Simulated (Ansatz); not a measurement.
## Ti3Si under changes of volume

One of the cells (15.544 Å³/atom); the others are scaled copies at fixed shape and fractional positions:

```xyz
4
Lattice="0.0000 3.1444 3.1444 3.1444 0.0000 3.1444 3.1444 3.1444 0.0000" Properties=species:S:1:pos:R:3 pbc="T T T"
Ti    0.0000    0.0000    0.0000
Ti    1.5722    1.5722    1.5722
Ti    4.7165    4.7165    4.7165
Si    3.1444    3.1444    3.1444
```

The cell comes from a database or a generator and needn't be the stable form of this composition.

```yaml
Program: Ansatz 0.2.0
Functional: PBEsol
Potentials_or_basis: Ansatz PAW
Cutoff: "420 eV (not typed: the program's choice for these potentials)"
k_mesh: 7 × 7 × 7
Occupations: fermi-dirac, width 0.05 eV
Spin: no spin polarisation
```

| volume (Å³/atom) | energy over the lowest point (meV/atom) | pressure (GPa) |
| --- | --- | --- |
| 14.611 | 3.76 | 3.6 |
| 14.922 | 0.00 | 0.5 |
| 15.233 | 2.05 | -2.4 |
| 15.544 | 9.35 | -5.0 |
| 15.855 | 21.39 | -7.3 |
| 16.166 | 37.73 | -9.4 |
| 16.477 | ? | ? |

Task: What does the run at 16.477 Å³/atom give?

Result: Energy over the lowest point 57.94 meV/atom; pressure -11.3 GPa.

Worked out: A Birch-Murnaghan fit of order 3 (a polynomial in V^(-2/3)) to the other rows has its minimum at 14.96 Å³/atom with B0 = V·E''(V) = 142 GPa and B' = 3.9. It gives 57.95 meV/atom at 16.477 Å³/atom, against the run's 57.94, and -dE/dV = -11.4 GPa, against -11.3.

Energies are extrapolated to zero smearing.

Caveats: the PAW data sets come from PBE, with cores solved anew for the run's functional, which leaves a small shift of forces and pressure.
